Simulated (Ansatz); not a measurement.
Runs of Ansatz 0.2.0 on Na. The structure is cubic, space group Im-3m (No. 229). The conventional cell has a = 4.282 Å, b = 4.282 Å, c = 4.282 Å, α = 90.00°, β = 90.00°, γ = 90.00°. Na (site symmetry m-3m) has 8 Na at 3.71 Å as nearest neighbours. 

| task | level | cutoff (eV) | smearing | gap on the mesh (eV) | pressure (GPa) |
| --- | --- | --- | --- | --- | --- |
| single point | PBEsol | 75 | gaussian 0.05 eV | none | (a) |
| band structure | LDA | 75 | gaussian 0.05 eV | - | -1.1 |
| single point | RPBE | 74 | gaussian 0.02 eV | none | 0.0 |
| single point | LDA | 75 | gaussian 0.05 eV | none | -1.1 |

Alike in all rows: potentials or basis all-electron LAPW, scalar-relativistic; no spin polarisation; cell as given; k mesh 9 × 9 × 9; basis error allowed 0.001 eV/atom.

Question: Fill in the values left out.

Answer: (a) -0.5.

A gap of «none» marks a metal or a gap under the smearing width.

Runs at the PBE level aren't shown here.
